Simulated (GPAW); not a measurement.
# BeS (F-43m) in GPAW: a series of runs

One crystal, BeS, is run at these levels: PBEsol, r2SCAN, vdW-DF-cx; tasks: single point.

Everything below comes from runs of GPAW 26.7.0. Logs are shortened: lines on timing, memory, paths and dates and some standing lists are left out, and cuts for length are marked. The log counts tension as positive stress, the text compression.

## Step 1: The structure

The structure is cubic, space group F-43m (No. 216). Conventional cell: a = 4.850 Å, b = 4.850 Å, c = 4.850 Å, α = 90.00°, β = 90.00°, γ = 90.00°. Around S (site symmetry -43m) lie 4 Be at 2.10 Å. Be (site symmetry -43m) has 4 S at 2.10 Å as nearest neighbours.

## Step 2: Single point, PBEsol

Input file run.py:

```python
from ase.dft.bandgap import bandgap
from ase.io import read, write
from ase.units import GPa
from gpaw import GPAW, PW, setup_paths

setup_paths.insert(0, '.')

atoms = read('POSCAR')

calc = GPAW(mode=PW(800),
            xc='PBEsol',
            kpts={'size': (9, 9, 9), 'gamma': True},
            occupations={'name': 'fermi-dirac', 'width': 0.05},
            nbands=11,
            convergence={'density': 1e-05, 'energy': 1e-05},
            maxiter=150,
            txt='gpaw.txt')
atoms.calc = calc
energy = atoms.get_potential_energy()
forces = atoms.get_forces()
stress = atoms.get_stress()
calc.write('gs.gpw')
write('result.traj', atoms)
print(f'Energy: {energy:.6f} eV')
print('Forces (eV/A):')
print(forces.round(4))
print('Stress (GPa):', (stress / GPa).round(3))
print('Fermi level:', round(calc.get_fermi_level(), 4), 'eV')
print(f'Gap: {bandgap(calc)[0]:.4f} eV, direct: {bandgap(calc, direct=True)[0]:.4f} eV')
```

Input file POSCAR:

```
BeS
1.0
    0.0000000000      2.4250000000      2.4250000000
    2.4250000000      0.0000000000      2.4250000000
    2.4250000000      2.4250000000      0.0000000000
S Be
1 1
Direct
    0.7500000000      0.7500000000      0.7500000000
    0.0000000000      0.0000000000      0.0000000000
```

Potentials or basis: PAW data sets generated in the run's folder for this functional, pw.

Started as:

```
$ gpaw-setup -f PBEsol Be S
$ OMP_NUM_THREADS=1 python run.py
```

gpaw.txt:

```text
__  _  _
 | _ |_)|_||  |
 |__||  | ||/\| - 26.7.0

Input parameters:
  mode=PW(ecut=800.0),
  convergence={'density': 1e-05, 'energy': 1e-05},
  kpts=MonkhorstPack(size=(9, 9, 9), gamma=True),
  maxiter=150,
  nbands=11,
  occupations=Occupations(name='fermi-dirac', width=0.05),
  xc=XC(name='PBEsol')

Diagonalizing LCAO Hamiltonian
Converting LCAO to pw mode

                   S

       Be

Atoms  # Å, Bohr magnetons
|   | symbol |        x |        y |        z |    initial magnetic moments |
|---|--------|----------|----------|----------|-----------------------------|
| 0 |      S | 3.637500 | 3.637500 | 3.637500 | ( 0.0000,  0.0000,  0.0000) |
| 1 |     Be | 0.000000 | 0.000000 | 0.000000 | ( 0.0000,  0.0000,  0.0000) |

Unit cell  # Å
| periodic |        x |        y |        z |  lengths |    angles |
|----------|----------|----------|----------|----------|-----------|
|      yes | 0.000000 | 2.425000 | 2.425000 | 3.429468 | 60.000000 |
|      yes | 2.425000 | 0.000000 | 2.425000 | 3.429468 | 60.000000 |
|      yes | 2.425000 | 2.425000 | 0.000000 | 3.429468 | 60.000000 |

Number of symmetries: 24
Symmetry operations  # r_c * U_cc + t_c -> r_c
|    | kind |            matrix            |
|----|------|------------------------------|
|  0 |  E   |  1, 0, 0,  0, 1, 0,  0, 0, 1 |
|  1 |  σ   |  1, 0, 0,  0, 0, 1,  0, 1, 0 |
|  2 |  σ   |  1, 0,-1,  0, 1,-1,  0, 0,-1 |
|  3 |  C3  |  1, 0,-1,  0, 0,-1,  0, 1,-1 |
|  4 |  C3  |  1,-1, 0,  0,-1, 1,  0,-1, 0 |
|  5 |  σ   |  1,-1, 0,  0,-1, 0,  0,-1, 1 |
|  6 |  σ   |  0, 1, 0,  1, 0, 0,  0, 0, 1 |
|  7 |  C3  |  0, 1, 0,  0, 0, 1,  1, 0, 0 |
|  8 |  C2  |  0, 1,-1,  1, 0,-1,  0, 0,-1 |
|  9 |  S4  |  0, 1,-1,  0, 0,-1,  1, 0,-1 |
| 10 |  C3  |  0, 0, 1,  1, 0, 0,  0, 1, 0 |
| 11 |  σ   |  0, 0, 1,  0, 1, 0,  1, 0, 0 |
| 12 |  S4  |  0, 0,-1,  1, 0,-1,  0, 1,-1 |
| 13 |  C3  |  0, 0,-1,  0, 1,-1,  1, 0,-1 |
| 14 |  S4  |  0,-1, 1,  1,-1, 0,  0,-1, 0 |
| 15 |  C2  |  0,-1, 1,  0,-1, 0,  1,-1, 0 |
| 16 |  C3  |  0,-1, 0,  1,-1, 0,  0,-1, 1 |
| 17 |  S4  |  0,-1, 0,  0,-1, 1,  1,-1, 0 |
| 18 |  S4  | -1, 1, 0, -1, 0, 1, -1, 0, 0 |
| 19 |  C3  | -1, 1, 0, -1, 0, 0, -1, 0, 1 |
| 20 |  C3  | -1, 0, 1, -1, 1, 0, -1, 0, 0 |
| 21 |  S4  | -1, 0, 1, -1, 0, 0, -1, 1, 0 |
| 22 |  σ   | -1, 0, 0, -1, 1, 0, -1, 0, 1 |
| 23 |  C2  | -1, 0, 0, -1, 0, 1, -1, 1, 0 |

BZ-sampling:
  Number of BZ points: 729
  Number of IBZ points: 35

  Monkhorst-Pack size: [9, 9, 9]
  Monkhorst-Pack shift: [0, 0, 0]

K-points  # in reciprocal-cell coordinates
|     |                                coordinates |     weight |
|-----|--------------------------------------------|------------|
|   0 | (  0.00000000,   0.00000000,   0.00000000) | 0.00137174 |
|   1 | (  0.11111111,   0.11111111,   0.00000000) | 0.00823045 |
|   2 | (  0.11111111,   0.11111111,   0.11111111) | 0.01097394 |
|   3 | (  0.22222222,   0.11111111,   0.11111111) | 0.01646091 |
|   4 | (  0.22222222,   0.22222222,   0.00000000) | 0.00823045 |
|   5 | (  0.22222222,   0.22222222,   0.11111111) | 0.03292181 |
|   6 | (  0.22222222,   0.22222222,   0.22222222) | 0.01097394 |
|   7 | (  0.33333333,   0.22222222,   0.11111111) | 0.03292181 |
|   8 | (  0.33333333,   0.22222222,   0.22222222) | 0.03292181 |
|   9 | (  0.33333333,   0.33333333,  -0.33333333) | 0.01646091 |
| ... |                                            |            |
|  34 | (  0.44444444,   0.44444444,   0.44444444) | 0.01097394 |

Plane wave coefficients: 1484
Cutoff: 800.0 eV

Spin-components: 1 (collinear spins)
Bands:           11
Projectors:      10
Spin-degeneracy: 2
Datatype:        complex128

Parallelization:
  kpt:    1
  domain: 1
  band:   1

Density:
  Valence electrons: 8.0
  Components: 1
  Grid points: [24 24 24]
  Charge: 0.0  # |e|

Potential:
  Grid points: [24 24 24]

species:
  S:
    name:    Sulfur
    Z:       16.0
    valence: 6
    core:    10
    charge:  0.0  # [|e|]
    compensation charges:
      type: gauss
      rc: 0.24  # [Å]
      lmax: 2
    cutoffs:
      filter: 1.77  # [Å]
      core: 1.66  # [Å]
    projectors
    | kind |    occ | energy [eV] | rcut [Å] |
    |------|--------|-------------|----------|
    |   3s |  2.000 |     -17.192 |    0.974 |
    |   3p |  4.000 |      -6.978 |    0.979 |
    |    s |        |      10.020 |    0.974 |
    |    p |        |      20.234 |    0.979 |
    |    d |        |       0.000 |    0.900 |

    Using partial waves for S as LCAO basis

  Be:
    name:    Beryllium
    Z:       4.0
    valence: 2
    core:    2
    charge:  0.0  # [|e|]
    compensation charges:
      type: gauss
      rc: 0.25  # [Å]
      lmax: 2
    cutoffs:
      filter: 1.42  # [Å]
      core: 1.77  # [Å]
    projectors
    | kind |    occ | energy [eV] | rcut [Å] |
    |------|--------|-------------|----------|
    |   2s |  2.000 |      -5.543 |    0.794 |
    |   2p |  0.000 |      -1.968 |    0.794 |
    |    s |        |      21.668 |    0.794 |
    |    p |        |      25.243 |    0.794 |
    |    d |        |       0.000 |    0.794 |

    Using partial waves for Be as LCAO basis

Reference energy: -11235.725866  # eV

eigensolver:
  PPCG
  Converge bands: occupied
  niter=2

density mixing:
  MSR1-Mixer
  Pratt-step length: 0.05
  Maximum mixing coefficient: 0.75
  Old densities: 10
  SVD Regularization: 0.005
  Good broyden scale: 1.0
  Trust region scale: 1.0
  Backstep threshold: 4.0
  History deletion threshold: 6.0
  Fourier metric: weight=20.0, sigma=0.015

occupation numbers:
  Fermi-Dirac:
    width: 0.0500  # eV

poisson solver:
  ecut: 6400.0  # eV

xc functional:
  name: PBEsol with 2 nearest neighbor stencil

convergence criteria:
- Maximum integral of absolute [dens]ity change: 1e-05 electrons / valence electron
- Maximum [total energy] change in last 3 cyles: 1e-05 eV / valence electron
- Maximum integral of absolute [eigenst]ate change: 4e-08 eV^2 / valence electron
maximum number of iterations: 150

SCF iterations
|iter     | |      energy | eigst |  dens |
|---------|-|-------------|-------|-------|
|iter:   1| |  -10.675665 | -0.04 |       |
|iter:   2| |  -10.659157 | -2.14 | -0.94 |
|iter:   3| |  -10.540158 | -2.06 | -0.96 |
|iter:   4| |  -10.539822 | -3.19 | -1.59 |
|iter:   5| |  -10.540108 | -4.57 | -2.24 |
|iter:   6| |  -10.540159 | -5.63 | -2.71 |
|iter:   7| |  -10.540160c| -7.33 | -3.83 |
|iter:   8| |  -10.540160c| -8.22c| -4.26 |
|iter:   9| |  -10.540160c| -9.04c| -5.33c|

Converged in 9 steps
Energy contributions relative to reference atoms: (reference = -11235.725866)

Energy contributions:
  Kinetic:          11.126018
  Coulomb:         -10.484001
  Zero:              0.093929
  External:          0.000000
  Xc:              -11.276106
  Entropy:          -0.000000
  Spinorbit:         0.000000
  ----------------------------
  Free energy:     -10.540160
  Extrapolated:    -10.540160

dipole moment: (-1.692486, -1.692486, -1.692486)  # |e|*Ang

Fermi level: 6.521
Eigenvalues  # (at kpt = [0.000, 0.000, 0.000])
| band index |      eig [eV] | occ [0-2] |
|------------|---------------|-----------|
|          0 |        -9.081 |     2.000 |
|          1 |         4.637 |     2.000 |
|          2 |         4.637 |     2.000 |
|          3 |         4.637 |     2.000 |
|          4 |        10.219 |     0.000 |
|          5 |        10.219 |     0.000 |
|          6 |        10.219 |     0.000 |
|          7 |        10.336 |     0.000 |
|          8 |        17.228 |     0.000 |
|          9 |        17.228 |     0.000 |
|         10 |        19.334 |     0.000 |

Gap: 3.020 eV
Transition (v -> c):
  (s=0, k=0, n=3, [0.00, 0.00, 0.00]) -> (s=0, k=30, n=4, [0.44, 0.44, 0.00])
Direct/indirect transitions are different
Direct gap: 5.582 eV
Transition at: (s=0, k=0, n=3, [0.00, 0.00, 0.00])

Forces  # eV/Ang
|        x |        y |        z |
|----------|----------|----------|
|  0.00000 | -0.00000 |  0.00000 |  # S    0
| -0.00000 | -0.00000 | -0.00000 |  # Be   1

Stress tensor  # eV/Ang^3
|         x |         y |         z |
|-----------|-----------|-----------|
|  0.004396 | -0.000000 | -0.000000 |
| -0.000000 |  0.004396 |  0.000000 |
| -0.000000 |  0.000000 |  0.004396 |

# Writing to gs.gpw (mode='')
```

It took 7.7 s on 1 thread of Intel Xeon 6975P-C (Granite Rapids), shared host; peak memory 0.16 GiB.

Results:

* Free energy: -10.5402 eV
* Pressure: -0.7 GPa
* Band gap on the k mesh: 3.02 eV, indirect (least direct gap 5.58 eV)

Caveat: an odd mesh through Γ misses points on the zone boundary, where band edges often lie.

## Step 3: Single point, r2SCAN

Edit run.py of step 2 so:

```diff
@@ -3,5 +3,3 @@
 from ase.units import GPa
-from gpaw import GPAW, PW, setup_paths
-
-setup_paths.insert(0, '.')
+from gpaw import GPAW, PW
 
@@ -10,3 +8,3 @@
 calc = GPAW(mode=PW(800),
-            xc='PBEsol',
+            xc='MGGA_X_R2SCAN+MGGA_C_R2SCAN',
             kpts={'size': (9, 9, 9), 'gamma': True},
```

POSCAR is that of step 2.

Potentials or basis: GPAW PAW data sets (gpaw-data 1.2.1), pw.

Started as:

```
$ OMP_NUM_THREADS=1 python run.py
```

gpaw.txt:

```text
__  _  _
 | _ |_)|_||  |
 |__||  | ||/\| - 26.7.0

Input parameters:
  mode=PW(ecut=800.0),
  convergence={'density': 1e-05, 'energy': 1e-05},
  kpts=MonkhorstPack(size=(9, 9, 9), gamma=True),
  maxiter=150,
  nbands=11,
  occupations=Occupations(name='fermi-dirac', width=0.05),
  xc=XC(name='MGGA_X_R2SCAN+MGGA_C_R2SCAN')

Diagonalizing LCAO Hamiltonian
Converting LCAO to pw mode

                   S

       Be

Atoms  # Å, Bohr magnetons
|   | symbol |        x |        y |        z |    initial magnetic moments |
|---|--------|----------|----------|----------|-----------------------------|
| 0 |      S | 3.637500 | 3.637500 | 3.637500 | ( 0.0000,  0.0000,  0.0000) |
| 1 |     Be | 0.000000 | 0.000000 | 0.000000 | ( 0.0000,  0.0000,  0.0000) |

Unit cell  # Å
| periodic |        x |        y |        z |  lengths |    angles |
|----------|----------|----------|----------|----------|-----------|
|      yes | 0.000000 | 2.425000 | 2.425000 | 3.429468 | 60.000000 |
|      yes | 2.425000 | 0.000000 | 2.425000 | 3.429468 | 60.000000 |
|      yes | 2.425000 | 2.425000 | 0.000000 | 3.429468 | 60.000000 |

Number of symmetries: 24
Symmetry operations  # r_c * U_cc + t_c -> r_c
|    | kind |            matrix            |
|----|------|------------------------------|
|  0 |  E   |  1, 0, 0,  0, 1, 0,  0, 0, 1 |
|  1 |  σ   |  1, 0, 0,  0, 0, 1,  0, 1, 0 |
|  2 |  σ   |  1, 0,-1,  0, 1,-1,  0, 0,-1 |
|  3 |  C3  |  1, 0,-1,  0, 0,-1,  0, 1,-1 |
|  4 |  C3  |  1,-1, 0,  0,-1, 1,  0,-1, 0 |
|  5 |  σ   |  1,-1, 0,  0,-1, 0,  0,-1, 1 |
|  6 |  σ   |  0, 1, 0,  1, 0, 0,  0, 0, 1 |
|  7 |  C3  |  0, 1, 0,  0, 0, 1,  1, 0, 0 |
|  8 |  C2  |  0, 1,-1,  1, 0,-1,  0, 0,-1 |
|  9 |  S4  |  0, 1,-1,  0, 0,-1,  1, 0,-1 |
| 10 |  C3  |  0, 0, 1,  1, 0, 0,  0, 1, 0 |
| 11 |  σ   |  0, 0, 1,  0, 1, 0,  1, 0, 0 |
| 12 |  S4  |  0, 0,-1,  1, 0,-1,  0, 1,-1 |
| 13 |  C3  |  0, 0,-1,  0, 1,-1,  1, 0,-1 |
| 14 |  S4  |  0,-1, 1,  1,-1, 0,  0,-1, 0 |
| 15 |  C2  |  0,-1, 1,  0,-1, 0,  1,-1, 0 |
| 16 |  C3  |  0,-1, 0,  1,-1, 0,  0,-1, 1 |
| 17 |  S4  |  0,-1, 0,  0,-1, 1,  1,-1, 0 |
| 18 |  S4  | -1, 1, 0, -1, 0, 1, -1, 0, 0 |
| 19 |  C3  | -1, 1, 0, -1, 0, 0, -1, 0, 1 |
| 20 |  C3  | -1, 0, 1, -1, 1, 0, -1, 0, 0 |
| 21 |  S4  | -1, 0, 1, -1, 0, 0, -1, 1, 0 |
| 22 |  σ   | -1, 0, 0, -1, 1, 0, -1, 0, 1 |
| 23 |  C2  | -1, 0, 0, -1, 0, 1, -1, 1, 0 |

BZ-sampling:
  Number of BZ points: 729
  Number of IBZ points: 35

  Monkhorst-Pack size: [9, 9, 9]
  Monkhorst-Pack shift: [0, 0, 0]

K-points  # in reciprocal-cell coordinates
|     |                                coordinates |     weight |
|-----|--------------------------------------------|------------|
[... 80 lines left out ...]

    Using partial waves for Be as LCAO basis

Reference energy: -11255.804871  # eV

eigensolver:
  PPCG
  Converge bands: occupied
  niter=2

density mixing:
  MSR1-Mixer
  Pratt-step length: 0.05
  Maximum mixing coefficient: 0.75
  Old densities: 10
  SVD Regularization: 0.005
  Good broyden scale: 1.0
  Trust region scale: 1.0
  Backstep threshold: 4.0
  History deletion threshold: 6.0
  Fourier metric: weight=20.0, sigma=0.015

occupation numbers:
  Fermi-Dirac:
    width: 0.0500  # eV

poisson solver:
  ecut: 6400.0  # eV

xc functional:
  name: MGGA_X_R2SCAN+MGGA_C_R2SCAN with 2 nearest neighbor stencil

convergence criteria:
- Maximum integral of absolute [dens]ity change: 1e-05 electrons / valence electron
- Maximum [total energy] change in last 3 cyles: 1e-05 eV / valence electron
- Maximum integral of absolute [eigenst]ate change: 4e-08 eV^2 / valence electron
maximum number of iterations: 150

SCF iterations
|iter     | |      energy | eigst |  dens |
|---------|-|-------------|-------|-------|
|iter:   1| |  -16.391559 | -0.01 |       |
|iter:   2| |  -14.531430 | -1.89 | -0.95 |
|iter:   3| |  -14.649085 | -1.42 | -0.96 |
|iter:   4| |  -14.543104 | -2.04 | -1.21 |
|iter:   5| |  -14.548269 | -3.15 | -1.72 |
|iter:   6| |  -14.548595 | -4.47 | -2.35 |
|iter:   7| |  -14.548586 | -5.52 | -3.08 |
|iter:   8| |  -14.548587c| -7.11 | -3.99 |
|iter:   9| |  -14.548587c| -8.34c| -4.60 |
|iter:  10| |  -14.548587c| -9.08c| -5.62c|

Converged in 10 steps
Energy contributions relative to reference atoms: (reference = -11255.804871)

Energy contributions:
  Kinetic:           8.391552
  Coulomb:          -7.386266
  Zero:             -0.095565
  External:          0.000000
  Xc:              -15.458308
  Entropy:          -0.000000
  Spinorbit:         0.000000
  ----------------------------
  Free energy:     -14.548587
  Extrapolated:    -14.548587

dipole moment: (-1.729402, -1.729402, -1.729402)  # |e|*Ang

Fermi level: 5.915
Eigenvalues  # (at kpt = [0.000, 0.000, 0.000])
| band index |      eig [eV] | occ [0-2] |
|------------|---------------|-----------|
|          0 |        -9.837 |     2.000 |
|          1 |         4.478 |     2.000 |
|          2 |         4.478 |     2.000 |
|          3 |         4.478 |     2.000 |
|          4 |        10.696 |     0.000 |
|          5 |        10.696 |     0.000 |
|          6 |        10.696 |     0.000 |
|          7 |        11.142 |     0.000 |
|          8 |        17.754 |     0.000 |
|          9 |        17.754 |     0.000 |
|         10 |        20.403 |     0.000 |

Gap: 3.662 eV
Transition (v -> c):
  (s=0, k=0, n=3, [0.00, 0.00, 0.00]) -> (s=0, k=30, n=4, [0.44, 0.44, 0.00])
Direct/indirect transitions are different
Direct gap: 6.219 eV
Transition at: (s=0, k=0, n=3, [0.00, 0.00, 0.00])

Forces  # eV/Ang
|       x |        y |        z |
|---------|----------|----------|
| 0.00000 | -0.00000 | -0.00000 |  # S    0
| 0.00000 |  0.00000 | -0.00000 |  # Be   1

Stress tensor  # eV/Ang^3
|         x |         y |         z |
|-----------|-----------|-----------|
| -0.012296 |  0.000000 |  0.000000 |
|  0.000000 | -0.012296 |  0.000000 |
|  0.000000 |  0.000000 | -0.012296 |

# Writing to gs.gpw (mode='')
```

Wall time 18 s (1 thread of Intel Xeon 6975P-C (Granite Rapids), shared host); peak memory 0.19 GiB.

What came out:

```
Free energy            : -14.5486 eV
Pressure               : 2.0 GPa
Band gap on the k mesh : 3.66 eV, indirect (least direct gap 6.22 eV)
```

Caveat: the PAW data sets were made with another functional, which shifts forces and pressure a little; an odd mesh through Γ misses points on the zone boundary, where band edges often lie.

## Step 4: Single point, vdW-DF-cx

Edit run.py of step 3 so:

```diff
@@ -2,3 +2,2 @@
 from ase.io import read, write
-from ase.units import GPa
 from gpaw import GPAW, PW
@@ -8,3 +7,3 @@
 calc = GPAW(mode=PW(800),
-            xc='MGGA_X_R2SCAN+MGGA_C_R2SCAN',
+            xc={'name': 'vdW-DF-cx', 'backend': 'libvdwxc'},
             kpts={'size': (9, 9, 9), 'gamma': True},
@@ -18,3 +17,2 @@
 forces = atoms.get_forces()
-stress = atoms.get_stress()
 calc.write('gs.gpw')
@@ -24,3 +22,2 @@
 print(forces.round(4))
-print('Stress (GPa):', (stress / GPa).round(3))
 print('Fermi level:', round(calc.get_fermi_level(), 4), 'eV')
```

POSCAR is that of step 3.

Started as:

```
$ OMP_NUM_THREADS=1 python run.py
```

It took 6.9 s on 1 thread of Intel Xeon 6975P-C (Granite Rapids), shared host; peak memory 0.18 GiB.

The run converged. Its results:

| Quantity | Value |
| --- | --- |
| Free energy | -0.8407 eV |
| Band gap on the k mesh | 3.14 eV, indirect (least direct gap 5.69 eV) |

Levels at points of the mesh, in eV from the valence-band top:
| k point | band 1 | band 2 | band 3 | band 4 | band 5 | band 6 | band 7 |
| --- | --- | --- | --- | --- | --- | --- | --- |
| (0.00, 0.00, 0.00) | -13.67 | 0.00 | 0.00 | 0.00 | 5.69 | 5.69 | 5.69 |

Caveat: the PAW data sets were made with another functional, which shifts forces and pressure a little; an odd mesh through Γ misses points on the zone boundary, where band edges often lie.

## Step 5: Summary

| level | potentials or basis | gap on the mesh (eV) | pressure (GPa) |
| --- | --- | --- | --- |
| PBEsol | PAW data sets generated in the run's folder for this functional, pw | 3.02 | -0.7 |
| r2SCAN | GPAW PAW data sets (gpaw-data 1.2.1), pw | 3.66 | 2.0 |
| vdW-DF-cx | GPAW PAW data sets (gpaw-data 1.2.1), pw | 3.14 | - |

Alike in all rows: task single point; no spin polarisation; cell as given; k mesh 9 × 9 × 9; cutoff (eV) 800; smearing fermi-dirac 0.05 eV.

Caveats: an odd mesh through Γ misses points on the zone boundary, where band edges often lie; the PAW data sets were made with another functional, which shifts forces and pressure a little (some runs).

Absolute energies hang on the potentials; compare differences alone.
